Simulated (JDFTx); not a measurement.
The system is C.

```
CELL_PARAMETERS angstrom
0.00000 1.78337 1.78337
1.78337 0.00000 1.78337
1.78337 1.78337 0.00000
ATOMIC_POSITIONS crystal
C 0.75000 0.75000 0.75000
C 0.50000 0.50000 0.50000
```

This isn't the form of C at room conditions, which is graphite.

Program: JDFTx 1.7.0 (patched build). Alike in all runs: task single point; no spin polarisation; cell as given; smearing fermi-dirac 0.05 eV.

Q: Order these runs on this cell by their pressure, lowest first.
A. level HSEsol; potentials or basis PseudoDojo-SR-PBE-0.5-standard; k mesh 5 × 5 × 5; cutoff (eV) 1007; SCF threshold on the energy 1e-07 Ha; mesh quality coarse
B. level HLE16; potentials or basis PseudoDojo-SR-PBE-0.5-standard; k mesh 13 × 13 × 13; cutoff (eV) 1116; SCF threshold on the energy 1e-09 Ha; mesh quality not flagged
C. level r2SCAN; potentials or basis SG15-PBE-1.2; k mesh 13 × 13 × 13; cutoff (eV) 1088; SCF threshold on the energy 1e-09 Ha; mesh quality not flagged
D. level HSE06; potentials or basis PseudoDojo-SR-PBE-0.5-standard; k mesh 5 × 5 × 5; cutoff (eV) 1007; SCF threshold on the energy 1e-07 Ha; mesh quality coarse

A: B (-97.5 GPa), A (-10.9 GPa), D (-5.0 GPa), C (-2.4 GPa).

Caveats: some runs use coarse meshes; the potentials were made for another functional, which shifts forces and pressure; the cutoff is short for these files and lowers the pressure by up to 1 GPa (some runs); the hybrid runs on potentials with a model core (some runs); the cell as given lies far from equilibrium (some runs); the potentials were made for a functional far from this one (some runs); so large a pressure means that the cell lies far from this level's equilibrium, or that cutoff or potentials fall short (some runs).

Runs at the PBE level aren't shown here.
